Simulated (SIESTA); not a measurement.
Crystal: Te.

```
CELL_PARAMETERS angstrom
4.45400 0.00000 0.00000
-2.22700 3.85728 0.00000
0.00000 0.00000 5.92400
ATOMIC_POSITIONS crystal
Te 0.73100 0.73100 0.00000
Te 0.00000 0.26900 0.66667
Te 0.26900 0.00000 0.33333
```

Base run:

| Quantity | Value |
| --- | --- |
| Program | SIESTA 5.4.2 |
| Functional | PBE |
| Potentials or basis | PseudoDojo 0.4 standard (PBE files) |
| Basis | DZP (energy shift 0.003 Ry; two zetas on semicore shells) |
| Grid cutoff | 500 Ry |
| Energy shift | 0.003 Ry |
| k mesh | 7 × 7 × 5 |
| Occupations | fermi-dirac, width 0.05 eV |
| Spin | no spin polarisation |

Its results: pressure 2.8 GPa; largest force 0.626 eV/Å.

Question: The run is repeated on the same cell with these changes: functional from PBE to vdW-DF-cx. What comes out?

Answer: Pressure 1.2 GPa; largest force 0.610 eV/Å.

Caveats: the basis of atomic orbitals isn't converged, which shifts pressures, moduli and gaps; the potentials were made for another functional, which shifts forces and pressure (some runs).

Not every run made on this cell is shown here.
